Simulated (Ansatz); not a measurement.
Relaxed LaAlO$_{3}$ (cubic perovskite):

```
CELL_PARAMETERS angstrom
      3.77165     0.00000     0.00000
      0.00000     3.77165     0.00000
      0.00000     0.00000     3.77165
ATOMIC_POSITIONS crystal
  La 0.50000 0.50000 0.50000
  Al 0.00000 0.00000 0.00000
  O  0.00000 0.50000 0.00000
  O  0.50000 0.00000 0.00000
  O  0.00000 0.00000 0.50000
```

Method: PBEsol (plane waves to 420 eV, PAW, scalar-relativistic; Ansatz, an electronic-structure program). k mesh 7×7×7 (Γ-centred), Fermi-Dirac smearing 0.05 eV. LaAlO3 is run without spin polarisation. LaAlO3 was relaxed with its symmetry unable to fall. This is a high-temperature form of LaAlO3.

One atom of the cell was then moved (with its periodic images), all else fixed, and the forces (eV/Å) came out as:

```tsv
atom	Fx	Fy	Fz
La1	0.000	0.000	0.012
Al2	0.000	0.000	-0.356
O3	0.000	0.000	1.319
O4	0.000	0.000	0.215
O5	0.000	0.000	-1.191
```

Q: Which atom was moved, and by which vector (Å)?

A: O3, by (0.00, 0.00, -0.23), 0.23 Å in all.

(A displaced cell: forces are minus the slopes of the energy, force constants its curvatures, and phonons follow from these.)
